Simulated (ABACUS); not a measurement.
# Ge (I4/mmm) in ABACUS: a series of runs

One crystal, Ge, is run at these levels: LDA, PBE, PBEsol; tasks: single point.

Program: ABACUS 3.10.1. These are calculated values, not measurements. Logs are shortened: lines on timing, memory, paths and dates and some standing lists are left out, and cuts for length are marked.

## Step 1: Starting point

Symmetry: I4/mmm, No. 139, tetragonal system. Conventional cell: a = 3.217 Å, b = 3.217 Å, c = 3.746 Å, α = 90.00°, β = 90.00°, γ = 90.00°. Ge (site symmetry 4/mmm) is surrounded by 12 Ge at 2.95 to 3.22 Å.

The cell was built by a generator and needn't be a form met in nature.

## Step 2: Single point, LDA

INPUT reads:

```
INPUT_PARAMETERS
suffix              Ge
calculation         scf
basis_type          pw
pseudo_dir          ./
symmetry            1
dft_functional      pz
ecutwfc             79
pseudo_rcut         7
nspin               1
nbands              11
ks_solver           dav
smearing_method     fd
smearing_sigma      0.00367493
scf_thr             1e-08
scf_nmax            100
mixing_type         broyden
mixing_beta         0.7
cal_force           1
cal_stress          1
kpar                4
```

STRU reads:

```
ATOMIC_SPECIES
Ge 72.6300 Ge_ONCV_PBE-1.2.upf

LATTICE_CONSTANT
1.8897261246

LATTICE_VECTORS
-1.6084200000 1.6084200000 1.8731800000
1.6084200000 -1.6084200000 1.8731800000
1.6084200000 1.6084200000 -1.8731800000

ATOMIC_POSITIONS
Direct

Ge
0.0
1
0.5000000000 0.5000000000 0.0000000000 1 1 1
```

KPT reads:

```
K_POINTS
0
Gamma
12 12 12 0 0 0
```

Potentials or basis: SG15 ONCV 1.2 PBE, plane waves.

Launch:

```
$ OMP_NUM_THREADS=1 mpirun -np 4 abacus > log
```

running log:

```text
ABACUS v3.10.1

               Atomic-orbital Based Ab-initio Computation at UStc

 ------------------------------------------------------------------------------------

 READING GENERAL INFORMATION
                           global_out_dir = OUT.Ge/
                           global_in_card = INPUT
                               pseudo_dir = ./
                              orbital_dir =
                                    DSIZE = 4
                                    GSIZE = 1

 READING UNITCELL INFORMATION
                                    ntype = 1
                  lattice constant (Bohr) = 1.88973
              lattice constant (Angstrom) = 1

 READING ATOM TYPE 1
                               atom label = Ge
                      L=0, number of zeta = 1
                      L=1, number of zeta = 1
                      L=2, number of zeta = 1
             number of atom for this type = 1

                        TOTAL ATOM NUMBER = 1
DIRECT COORDINATES
    atom                   x                   y                   z     mag                  vx                  vy                  vz
taud_Ge1            0.5000000000        0.5000000000        0.0000000000  0.0000        0.0000000000        0.0000000000        0.0000000000

                          Volume (Bohr^3) = 130.808
                             Volume (A^3) = 19.3838

 Lattice vectors: (Cartesian coordinate: in unit of a_0)
             -1.60842            +1.60842            +1.87318
             +1.60842            -1.60842            +1.87318
             +1.60842            +1.60842            -1.87318
 Reciprocal vectors: (Cartesian coordinate: in unit of 2 pi/a_0)
                   +0           +0.310864           +0.266926
            +0.310864                  +0           +0.266926
            +0.310864           +0.310864                  +0
 The esolver type has been set to : ksdft_pw

                PAO radial cut off (Bohr) = 7

 Read in pseudopotential file is Ge_ONCV_PBE-1.2.upf
                     pseudopotential type = NC
          exchange-correlation functional = PBE
                 nonlocal core correction = 0
                        valence electrons = 14
                                     lmax = 2
                           number of zeta = 0
                     number of projectors = 6
                           L of projector = 0
                           L of projector = 0
                           L of projector = 1
                           L of projector = 1
                           L of projector = 2
                           L of projector = 2
 XC functional updated to : pz
          exchange-correlation functional = PZ
     initial pseudo atomic orbital number = 0

 SETUP THE ELECTRONS NUMBER
            electron number of element Ge = 14
      total electron number of element Ge = 14
[... 142 lines left out ...]

 SETUP NONLOCAL PSEUDOPOTENTIALS IN PLANE WAVE BASIS
 Ge non-local projectors:
 projector 1 L=0
 projector 2 L=0
 projector 3 L=1
 projector 4 L=1
 projector 5 L=2
 projector 6 L=2
      TOTAL NUMBER OF NONLOCAL PROJECTORS = 18

 Init Non-Local PseudoPotential table :
 Init Non-Local-Pseudopotential done.

                                     npwx = 1564

 -------------------------------------------
 SELF-CONSISTENT
 -------------------------------------------
                                 init_chg = atomic

 PW ALGORITHM --------------- ION=   1  ELEC=   1--------------------------------
 Notice: Threshold on eigenvalues was too large.
 hsover_error=0.14 > DRHO=0.0110705
 Origin diag ethr = 0.01
 New diag ethr = 7.90748e-05

 Density error is 0.0110642382755
                          Error Threshold = 7.907483766e-05
----------------------------------------------------------
     Energy           Rydberg                 eV
----------------------------------------------------------
 E_KohnSham     -141.1659765597      -1920.6616449470
 E_Harris       -142.0970833883      -1933.3300032621
 E_Fermi        0.9888071775         13.4534118376
----------------------------------------------------------
[... 39 lines left out ...]
 Density error is 2.33780174643e-09
                          Error Threshold = 3.58345612135e-10
----------------------------------------------------------
     Energy           Rydberg                 eV
----------------------------------------------------------
 E_KohnSham     -141.1679021016      -1920.6878432878
 E_KS(sigma->0) -141.1677613154      -1920.6859277932
 E_Harris       -141.1678739636      -1920.6874604502
 E_band         -5.5872449740        -76.0183677683
 E_one_elec     -42.0450389600       -572.0521024874
 E_Hartree      29.3659406182        399.5441195367
 E_xc           -16.9787729743       -231.0080574992
 E_Ewald        -111.5097492131      -1517.1679718487
 E_entropy(-TS) -0.0002815724        -0.0038309892
 E_descf        0.0000000000         0.0000000000
 E_exx          0.0000000000         0.0000000000
 E_Fermi        0.9780855706         13.3075368920
----------------------------------------------------------

 charge density convergence is achieved
 final etot is -1920.6878433 eV
 EFERMI = 13.307536892 eV

 STATE ENERGY(eV) AND OCCUPATIONS    NSPIN == 1
 1/41 kpoint (Cartesian) = 0.0000 0.0000 0.0000 (1563 pws)
       1       -10.8293     0.00115741
       2       -10.8293     0.00115741
       3       -10.8082     0.00115741
       4       -10.7706     0.00115741
       5       -10.7314     0.00115741
       6       0.285046     0.00115741
       7        21.7231    9.26648e-77
       8        22.0074    3.14521e-79
       9        22.0074    3.14521e-79
      10        27.0406        0.00000
      11        27.0406        0.00000
[... 53 lines left out ...]
 6/41 kpoint (Cartesian) = 0.12953 0.0000 -0.11122 (1549 pws)
       1       -10.8420     0.00925926
       2       -10.8171     0.00925926
       3       -10.7702     0.00925926
       4       -10.7354     0.00925926
       5       -10.7087     0.00925926
       6        4.45019     0.00925926
       7        9.31572     0.00925926
       8        18.4215    3.52621e-47
       9        20.5996    4.25030e-66
      10        23.8109        0.00000
      11        24.1495        0.00000

[... levels at 35 further k points ...]

------------------------------------------------------------------------------------------
 TOTAL-FORCE (eV/Angstrom)
------------------------------------------------------------------------------------------
                       Ge1         0.0000000000         0.0000000000         0.0000000000
------------------------------------------------------------------------------------------

----------------------------------------------------------------
 TOTAL-STRESS (KBAR)
----------------------------------------------------------------
       -67.0023683182        -0.0000000000        -0.0000000000
        -0.0000000000       -67.0023683182         0.0000000000
        -0.0000000000        -0.0000000000       -62.8661339590
----------------------------------------------------------------
 TOTAL-PRESSURE: -65.623624 KBAR

 --------------------------------------------
 !FINAL_ETOT_IS -1920.6878432878277181 eV
 --------------------------------------------
```

Run time: 3.7 s. Hardware: 4 MPI ranks of Intel Xeon 6975P-C (Granite Rapids), shared host; peak memory 0.28 GiB.

Results:

```yaml
Free_energy: -1920.6878 eV
Pressure: -6.6 GPa
Band_gap_on_the_k_mesh: none (metal or under the smearing width)
```

Stress tensor (GPa, compression positive):
```
-6.70  0.00  0.00
 0.00 -6.70  0.00
 0.00  0.00 -6.29
```

Caveat: the potentials were made for another functional, which shifts forces and pressure.

## Step 3: Single point, PBE

Edit INPUT of step 2 so:

```diff
@@ -6,3 +6,3 @@
 symmetry            1
-dft_functional      pz
+dft_functional      pbe
 ecutwfc             79
```

STRU is that of step 2.

KPT is that of step 2.

Potentials or basis: SG15 ONCV 1.2 PBE, plane waves.

Launch:

```
$ OMP_NUM_THREADS=1 mpirun -np 4 abacus > log
```

It took 4 s on 4 MPI ranks of Intel Xeon 6975P-C (Granite Rapids), shared host; peak memory 0.28 GiB.

It converged, with:

| Property | Result |
| --- | --- |
| Free energy | -1925.9164 eV |
| Pressure | 0.9 GPa |
| Band gap on the k mesh | none (metal or under the smearing width) |

Stress tensor (GPa, compression positive):
```
0.65 0.00 0.00
0.00 0.65 0.00
0.00 0.00 1.34
```

Levels at points of the mesh, in eV from the Fermi level:
| k point | band 3 | band 4 | band 5 | band 6 | band 7 | band 8 | band 9 | band 10 | band 11 |
| --- | --- | --- | --- | --- | --- | --- | --- | --- | --- |
| (0.00, 0.00, 0.00) | -24.86 | -24.82 | -24.78 | -13.04 | 8.52 | 8.82 | 8.82 | 13.73 | 13.73 |
| (0.50, 0.00, 0.50) | -24.82 | -24.79 | -24.76 | -7.81 | -5.40 | 5.05 | 7.28 | 10.21 | 10.60 |
| (0.50, 0.50, 0.00) | -24.79 | -24.78 | -24.74 | -6.74 | -4.86 | 3.10 | 4.59 | 7.65 | 7.79 |
| (0.50, 0.50, 0.50) | -24.78 | -24.75 | -24.75 | -3.62 | -2.48 | 0.70 | 0.70 | 4.41 | 5.19 |

## Step 4: Single point, PBEsol

Edit INPUT of step 3 so:

```diff
@@ -6,3 +6,3 @@
 symmetry            1
-dft_functional      pbe
+dft_functional      pbesol
 ecutwfc             79
@@ -20,2 +20,4 @@
 cal_stress          1
-kpar                4
+out_chg             1
+out_pot             2
+out_elf             1
```

STRU is that of step 3.

KPT is that of step 3.

Potentials or basis: SG15 ONCV 1.2 PBE, plane waves.

Launch:

```
$ OMP_NUM_THREADS=1 mpirun -np 4 abacus > log
```

running log:

```text
ABACUS v3.10.1

               Atomic-orbital Based Ab-initio Computation at UStc

 ------------------------------------------------------------------------------------

 READING GENERAL INFORMATION
                           global_out_dir = OUT.Ge/
                           global_in_card = INPUT
                               pseudo_dir = ./
                              orbital_dir =
                                    DSIZE = 4
                                    GSIZE = 1

 READING UNITCELL INFORMATION
                                    ntype = 1
                  lattice constant (Bohr) = 1.88973
              lattice constant (Angstrom) = 1

 READING ATOM TYPE 1
                               atom label = Ge
                      L=0, number of zeta = 1
                      L=1, number of zeta = 1
                      L=2, number of zeta = 1
             number of atom for this type = 1

                        TOTAL ATOM NUMBER = 1
DIRECT COORDINATES
    atom                   x                   y                   z     mag                  vx                  vy                  vz
taud_Ge1            0.5000000000        0.5000000000        0.0000000000  0.0000        0.0000000000        0.0000000000        0.0000000000

                          Volume (Bohr^3) = 130.808
                             Volume (A^3) = 19.3838

 Lattice vectors: (Cartesian coordinate: in unit of a_0)
             -1.60842            +1.60842            +1.87318
             +1.60842            -1.60842            +1.87318
[... 282 lines left out ...]
----------------------------------------------------------

 charge density convergence is achieved
 final etot is -1922.4861137 eV
 EFERMI = 13.591996138 eV
The vacuum level is 14.211568045 eV

 STATE ENERGY(eV) AND OCCUPATIONS    NSPIN == 1
 1/163 kpoint (Cartesian) = 0.0000 0.0000 0.0000 (392 pws)
       1       -10.9632     0.00115741
       2       -10.9632     0.00115741
       3       -10.9443     0.00115741
       4       -10.9084     0.00115741
       5       -10.8703     0.00115741
       6       0.555632     0.00115741
       7        22.1247    8.89209e-78
       8        22.4220    2.32692e-80
       9        22.4220    2.32692e-80
      10        27.3066        0.00000
      11        27.3066        0.00000
[... 53 lines left out ...]
 6/163 kpoint (Cartesian) = 0.12953 0.0000 -0.11122 (388 pws)
       1       -10.9758     0.00925926
       2       -10.9516     0.00925926
       3       -10.9073     0.00925926
       4       -10.8744     0.00925926
       5       -10.8488     0.00925926
       6        4.73942     0.00925926
       7        9.57420     0.00925926
       8        18.7988    5.50197e-48
       9        20.9522    1.08880e-66
      10        23.9786        0.00000
      11        24.3531        0.00000

[... levels at 157 further k points ...]

------------------------------------------------------------------------------------------
 TOTAL-FORCE (eV/Angstrom)
------------------------------------------------------------------------------------------
                       Ge1         0.0000000000         0.0000000000         0.0000000000
------------------------------------------------------------------------------------------

----------------------------------------------------------------
 TOTAL-STRESS (KBAR)
----------------------------------------------------------------
       -32.9341005435        -0.0000000000         0.0000000000
        -0.0000000000       -32.9341005435        -0.0000000000
        -0.0000000000        -0.0000000000       -27.1332246060
----------------------------------------------------------------
 TOTAL-PRESSURE: -31.000475 KBAR

 --------------------------------------------
 !FINAL_ETOT_IS -1922.4861136537483617 eV
 --------------------------------------------
```

stdout:

```text
ABACUS v3.10.1

               Atomic-orbital Based Ab-initio Computation at UStc

 dft_functional readin is: pbesol
 dft_functional in pseudopot file is: PBE
 Please make sure this is what you need

[... 30 lines left out ...]
 DA5     -1.92248611e+03  -3.95692932e-07   1.6171e-08   0.74
 DA6     -1.92248611e+03  -1.18027718e-08   1.2274e-09   0.51
----------------------------------------------------------------
 TOTAL-STRESS (KBAR)
----------------------------------------------------------------
       -32.9341005435        -0.0000000000         0.0000000000
        -0.0000000000       -32.9341005435        -0.0000000000
        -0.0000000000        -0.0000000000       -27.1332246060
----------------------------------------------------------------
 TOTAL-PRESSURE: -31.000475 KBAR
```

It took 6.1 s on 4 MPI ranks of Intel Xeon 6975P-C (Granite Rapids), shared host; peak memory 0.24 GiB.

Results:

- Free energy: -1922.4861 eV
- Pressure: -3.1 GPa
- Band gap on the k mesh: none (metal or under the smearing width)

Caveat: the potentials were made for another functional, which shifts forces and pressure.

## Step 5: Overview

```csv
level,gap on the mesh (eV),pressure (GPa)
LDA,none,-6.6
PBE,none,0.9
PBEsol,none,-3.1
```

Alike in all rows: task single point; potentials or basis SG15 ONCV 1.2 PBE, plane waves; no spin polarisation; cell as given; k mesh 12 × 12 × 12; cutoff (eV) 1075; smearing fermi-dirac 0.05 eV.

Every run on the cell as given and a fine mesh finds a metal. The pressure there spans -6.6 GPa (LDA) to 0.9 GPa (PBE); a positive pressure means that this level wants a larger cell, a negative one a smaller.

Caveats: the potentials were made for another functional, which shifts forces and pressure (some runs).

Absolute energies hang on the potentials; compare differences alone.
